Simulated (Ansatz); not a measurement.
Zone-centre phonons of ZrO₂ at 18 GPa: input and output

Level of theory: DFT PBEsol, scalar-relativistic, plane waves, PAW in Ansatz 0.2.0.

Launched with:
```bash
ansatz run input.yaml --threads 1 --pin off --max-ram 3072MiB --backend cpu --events-out ev --progress --plain --runs-dir out
```

Input (bare energies are in eV):
```yaml
crystal:
  lattice:
    - [0.0, 2.4802307964, 2.4802307964]
    - [2.4802307964, 0.0, 2.4802307964]
    - [2.4802307964, 2.4802307964, 0.0]
  atoms:
    - { symbol: Zr, position: [0.0, 0.0, 0.0] }
    - { symbol: O, position: [0.25, 0.25, 0.25] }
    - { symbol: O, position: [0.75, 0.75, 0.75] }
basis:
  ecutwfc: 420
kpoints:
  mp_grid: { grid: [8, 8, 8] }
hamiltonian:
  xc: pbesol
scf:
  occupations: { method: fixed }
output:
  eigenvalues: true
phonons:
  method: dfpt
  dielectric: true
  rigid_motions: translations
  eigenvectors: true
```

The end of the output:
```
--- Phonons (Γ-DFPT): 2 representative perturbations + reference, on 95 of 512 k-points (Σ response iterations 6) ---
  k mesh reduced under 4 symmetry operations, with k and −k counted as one. Each operation leaves every solved perturbation unchanged. A smaller set is not considered because the run solves the response ...
  ASR residual: 2.998e-4 → 0.000e0 eV/Å²; symmetrization residual: 4.291e-7 eV/Å²
  ASR residual per site (eV/Å²): 1.94e-4 3.00e-4 3.00e-4
  Γ frequencies (cm⁻¹): 0.00 0.00 0.00 313.45 313.45 313.45 620.62 620.62 620.62
  ε∞ (high-frequency dielectric tensor):
        5.790658     0.000000    -0.000000
        0.000000     5.790658     0.000000
        0.000000     0.000000     5.790658
  ε⁰ (static dielectric tensor: ions relaxed, cell fixed):
       28.805405    -0.000000    -0.000000
       -0.000000    28.805405    -0.000000
       -0.000000    -0.000000    28.805405
  ε⁰ − ε∞ (ionic part):
       23.014747    -0.000000    -0.000000
       -0.000000    23.014747    -0.000000
       -0.000000    -0.000000    23.014747
  softest optical mode at Γ: 313.45 cm⁻¹; the repairs (sum rule, projections) moved no ω² at Γ by more than (2.27 cm⁻¹)²
  Born effective charges Z* (e; rows j = field, columns β = displacement):
    site 0:
         5.76340    0.00000    0.00000
         0.00000    5.76340   -0.00000
        -0.00000    0.00000    5.76340
    site 1:
        -2.88170   -0.00000   -0.00000
        -0.00000   -2.88170   -0.00000
         0.00000   -0.00000   -2.88170
    site 2:
        -2.88170   -0.00000   -0.00000
        -0.00000   -2.88170    0.00000
        -0.00000   -0.00000   -2.88170
  Z* charge neutrality: 2.159e-5 e pre-enforcement
  k-mesh period / interband length: 28.1 Å / 1.38 Å = 20.29 at k = (0.0000, 0.0000, 0.0000), direct gap 4.057 eV — 14 or more, which is no proof of convergence
  optical modes at Γ without the LO–TO term, one row a degenerate level:
      ω (cm⁻¹) modes IR ((D/Å)²/amu)
        313.45      3            97.0508
        620.62      3             0.0000
  optical modes at Γ + LO–TO along q̂ = [1.0000, 0.0000, 0.0000]:
      ω (cm⁻¹) modes IR ((D/Å)²/amu)
        313.45      2            64.7005
        620.62      3             0.0000
        699.09      1            32.3503
  optical modes at Γ + LO–TO along q̂ = [0.0000, 1.0000, 0.0000]:
      ω (cm⁻¹) modes IR ((D/Å)²/amu)
        313.45      2            64.7005
        620.62      3             0.0000
        699.09      1            32.3503
  optical modes at Γ + LO–TO along q̂ = [0.0000, 0.0000, 1.0000]:
      ω (cm⁻¹) modes IR ((D/Å)²/amu)
        313.45      2            64.7005
        620.62      3             0.0000
        699.09      1            32.3503
```

The run took 9.5 s on 1 thread of AMD EPYC 9R45 96-Core Processor (Zen 5), on a shared host, peak memory 0.56 GiB.

Other phases may be more stable at this pressure.

This fluorite-type form isn't the usual stable structure of the compound at low pressure.